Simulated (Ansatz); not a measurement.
HgTe: experiment and calculation

**What was measured.**

From a printed reference work, data compilation, for a bulk crystal of HgTe at 300 K: lattice constant a 6.4623 Å.

From a printed reference work, monograph, for a bulk crystal of HgTe: bulk modulus 43 GPa.

The results are compared with them further down.

All numbers below come from DFT r2SCAN, scalar-relativistic, plane waves, PAW in Ansatz.

Cutoff 500 eV; k points 12×12×12 on the computed 2-atom cell (Γ-centred); Gaussian smearing, width 0.10 eV; no spin polarisation.

Relaxed structure, symmetry kept:

```cif
data_structure
_symmetry_space_group_name_H-M 'P 1'
_symmetry_Int_Tables_number 1
_cell_length_a 4.6464
_cell_length_b 4.6464
_cell_length_c 4.6464
_cell_angle_alpha 60.000
_cell_angle_beta 60.000
_cell_angle_gamma 60.000
_cell_volume 70.93
loop_
_atom_site_label
_atom_site_type_symbol
_atom_site_fract_x
_atom_site_fract_y
_atom_site_fract_z
_atom_site_occupancy
Hg1 Hg 0.00000 0.00000 0.00000 1
Te1 Te 0.25000 0.25000 0.25000 1
```

| Quantity | Value |
| --- | --- |
| Space group | F-43m (No. 216) |
| Volume per atom | 239.3 bohr³ |
| Formation energy from the elements' standard states (Br, Hg as crystals; uncorrected) | -0.201 eV/atom |
| Generalised Kohn–Sham band gap | zero, with almost no states at the Fermi level |
| Density of states at the Fermi level | 0.00 states/eV per cell (so small that it hangs on the mesh: a semimetal, or crossings between mesh points) |
| Löwdin character within 0.5 eV of the Fermi level | Te 5p 86 %, Hg 5d 8 % |
| Bulk modulus | 40 GPa |
| Its pressure derivative | 5.1 |
| Bader charges (e) | Hg (1 in the cell) 0.18, Te (1 in the cell) -0.18 |

Spin-orbit coupling is left out, which matters for the bands of heavy elements.

Against the measured lattice constant a of HgTe, 6.4623 Å (300 K; a printed reference work, data compilation), the calculated 6.571 Å is off by +1.7 %. The calculation is for 0 K without zero-point motion. Measured bulk modulus of HgTe: 43 GPa (a printed reference work, monograph). This calculation gives 40 GPa (-6.8 %).